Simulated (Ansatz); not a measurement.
Input and command of a calculation in Ansatz (plane waves; scalar-relativistic PAW potentials unless the input names others):

```yaml
crystal:
  lattice:
    - [5.0548034857, 0.0, 0.0]
    - [-2.5274017428, 4.3775882297, 0.0]
    - [0.0, 0.0, 8.2192097964]
  atoms:
    - { symbol: Rb, position: [0.3333333333, 0.6666666667, 0.25] }
    - { symbol: Rb, position: [0.6666666667, 0.3333333333, 0.75] }
basis:
  ecutwfc: 420
  ecutrho_ratio: 0
kpoints:
  mp_grid: { grid: [12, 12, 6] }
hamiltonian:
  xc: pbe
scf:
  occupations: { method: gaussian, width: 0.1 }
  max_iter: 80
output:
  forces: true
  eigenvalues: true
  stress: true
```

```bash
ansatz run input.yaml --threads 1 --pin off --max-ram 2560MiB --backend cpu --events-out ev --progress --plain --runs-dir out
```

Question: What is wrong with this input?

Answer: The program refuses it, because of a density cutoff too low for products of the waves, which reach up to 4 times the waves' cutoff (basis.ecutrho_ratio: not typed → 0). Without that key it is accepted.

Abridged log:
```
Error: invalid value for `basis.ecutrho_ratio`: must be in [1, 1024]; got 0
```